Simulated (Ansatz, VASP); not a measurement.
## PbF2: VASP beside Ansatz

The input INCAR:

```
SYSTEM = PbF2
ALGO = Normal
EDIFF = 1E-6
ENCUT = 520
GGA = PE
ISIF = 2
ISMEAR = 0
IVDW = 12
LASPH = .True.
LCHARG = .False.
LREAL = .False.
LWAVE = .False.
NBANDS = 21
NELM = 60
PREC = Accurate
SIGMA = 0.01
```

KPOINTS

```
k-points
0
Gamma
  8 8 8
  0 0 0
```

POSCAR

```
PbF2
1.0
    0.0000000000      3.0009364209      3.0009364209
    3.0009364209      0.0000000000      3.0009364209
    3.0009364209      3.0009364209      0.0000000000
Pb F
1 2
Direct
    0.0000000000      0.0000000000      0.0000000000
    0.2500000000      0.2500000000      0.2500000000
    0.7500000000      0.7500000000      0.7500000000
```

Input for Ansatz:

```yaml
crystal:
  lattice:
    - [0.0, 3.0009364209, 3.0009364209]
    - [3.0009364209, 0.0, 3.0009364209]
    - [3.0009364209, 3.0009364209, 0.0]
  atoms:
    - { symbol: Pb, position: [0.0, 0.0, 0.0] }
    - { symbol: F, position: [0.25, 0.25, 0.25] }
    - { symbol: F, position: [0.75, 0.75, 0.75] }
basis:
  ecutwfc: 420
kpoints:
  mp_grid: { grid: [8, 8, 8] }
hamiltonian:
  xc: pbe
  dispersion: d3bj
scf:
  occupations: { method: fixed }
output:
  forces: true
  stress: true
  eigenvalues: true
```

Alike in both runs: task single point; functional PBE; dispersion D3(BJ); k mesh 8 × 8 × 8; no spin polarisation.

|  | VASP | Ansatz |
| --- | --- | --- |
| version | VASP 6.6.1 | Ansatz 0.2.0 |
| potentials or method | VASP PAW PBE potentials, release 64 (Pb_d, F) | scalar-relativistic, plane waves, PAW |
| plane-wave cutoff (eV) | 520 | 420 |
| occupations | gaussian, width 0.01 eV | fixed |
| valence electrons in the cell | 28 | 28 |

```csv
,VASP,Ansatz,Ansatz less VASP
gap on the k mesh at the Fermi level (eV),4.42,4.42,+0.003
least direct gap on the mesh (eV),4.56,4.56,+0.002
pressure (GPa),-1.5,-1.3,+0.21
```

Caveats: spin-orbit coupling is left out, which as a rule narrows the gap of such compounds by several tenths of an eV. Expect the measured gap to be larger: semilocal functionals such as PBE lack the derivative discontinuity. A k mesh can miss the band edges.
